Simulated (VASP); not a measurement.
A calculation with VASP 6.6.1 of Se (native input, structure from a POSCAR):

The input INCAR:

```
SYSTEM = Se
PREC = Accurate ; ENCUT = 520
EDIFF = 1E-6 ; ISMEAR = 0
SIGMA = 0.02 ; LREAL = .False.
LASPH = .True. ; NELM = 60
ALGO = Normal ; ISIF = 2
LWAVE = .False. ; LCHARG = .True.
GGA = PE ; LELF = .True.
LVHAR = .True. ; NBANDS = 16
```

Contents of KPOINTS:

```
regular mesh
0
Gamma
  7 7 6
  0 0 0
```

File POSCAR:

```
Se
1.0
    4.3662000000      0.0000000000      0.0000000000
   -2.1831000000      3.7812401180      0.0000000000
    0.0000000000      0.0000000000      4.9536000000
Se
3
Cartesian
    1.6910292600      2.9289485954      0.0000000000
   -0.4920707400      0.8522915226      3.3024000002
    0.9841414800      0.0000000000      1.6511999998
```

Potentials or basis: VASP PAW PBE potentials, release 64 (Se).

The run is started by

```console
$ cat potpaw_PBE.64/Se/POTCAR > POTCAR
$ mpirun -np 1 vasp_std > vasp.out
```

Write the same calculation in another form: ASE script, structure typed inline.

As run:

Contents of run.py:

```python
from ase import Atoms
from ase.calculators.vasp import Vasp
from ase.dft.bandgap import bandgap

atoms = Atoms(
    ['Se', 'Se', 'Se'],
    cell=[[4.3662, 0.0, 0.0], [-2.1831, 3.781240118, 0.0], [0.0, 0.0, 4.9536]],
    scaled_positions=[[0.7746, 0.7746, 0.0], [0.0, 0.2254, 0.6666666667], [0.2254, 0.0, 0.3333333333]],
    pbc=True,
)
calc = Vasp(
    directory='calc',
    xc='pbe',
    pp='PBE',
    setups='materialsproject',
    prec='Accurate',
    encut=520,
    ediff=1e-06,
    ismear=0,
    sigma=0.02,
    lreal=False,
    lasph=True,
    nelm=60,
    algo='Normal',
    isif=2,
    lwave=False,
    lcharg=False,
    kpts=[7, 7, 6],
    gamma=True,
)
atoms.calc = calc

print('energy (eV):', atoms.get_potential_energy())
print('free energy (eV):', atoms.get_potential_energy(force_consistent=True))
print('forces (eV/A):')
print(atoms.get_forces())
print('stress (eV/A^3, Voigt):', atoms.get_stress())
print('Fermi level (eV):', calc.get_fermi_level())
gap, top, bottom = bandgap(calc)
print('band gap (eV):', gap, 'from (spin, k, band)', top, 'to', bottom)
```

Potentials or basis: VASP PAW PBE potentials, release 64 (Se).

Command:

```bash
$ python run.py
```

Both were run:

|  | native input, structure from a POSCAR | ASE script, structure typed inline |
| --- | --- | --- |
| Pressure | 2.9 GPa | 2.9 GPa |
| Largest force | 0.434 eV/Å | 0.434 eV/Å |
| Band gap on the k mesh | 1.21 eV, indirect (least direct gap 1.47 eV) | 1.21 eV, indirect (least direct gap 1.47 eV) |

Keys that steer only the numerical path or the files written may differ.

Caveat: an odd mesh through Γ misses points on the zone boundary, where band edges often lie.
